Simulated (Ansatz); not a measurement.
SiRu:

```
Ru Si
1.0
     4.70860    0.00000    0.00000
     0.00000    4.70860    0.00000
     0.00000    0.00000    4.70860
Ru Si
4 4
Cartesian
  0.6093 0.6093 0.6093
  1.7450 4.0993 2.9636
  2.9636 1.7450 4.0993
  4.0993 2.9636 1.7450
  3.9438 3.9438 3.9438
  3.1191 0.7648 1.5895
  1.5895 3.1191 0.7648
  0.7648 1.5895 3.1191
```

The cell comes from a database or a generator and needn't be the stable form of this composition.

Base run:

| Property | Result |
| --- | --- |
| Program | Ansatz 0.2.0 |
| Functional | PBEsol |
| Potentials or basis | Ansatz PAW |
| Cutoff | 420 eV |
| Density cutoff | 1680 eV |
| k mesh | 6 × 6 × 6 |
| Occupations | fixed |
| Spin | no spin polarisation |

Its results: band gap on the k mesh 0.27 eV, indirect (least direct gap 0.32 eV); pressure -2.5 GPa; largest force 0.047 eV/Å.

Task: The run is repeated on the same cell with these changes: functional from PBEsol to r2SCAN; cutoff from 420 eV to 500 eV; density cutoff from 1680 eV to 2000 eV; level from pbesol to r2scan. What comes out?

Result: Band gap on the k mesh 0.35 eV, indirect (least direct gap 0.41 eV); pressure -0.6 GPa; largest force 0.017 eV/Å.

Caveats: the PAW data sets come from PBE, with cores solved anew for the run's functional, which leaves a small shift of forces and pressure; the k mesh misses the band edges, so the gap on the mesh is wider than the one along the path (some runs).

Not every run made on this cell is shown here.
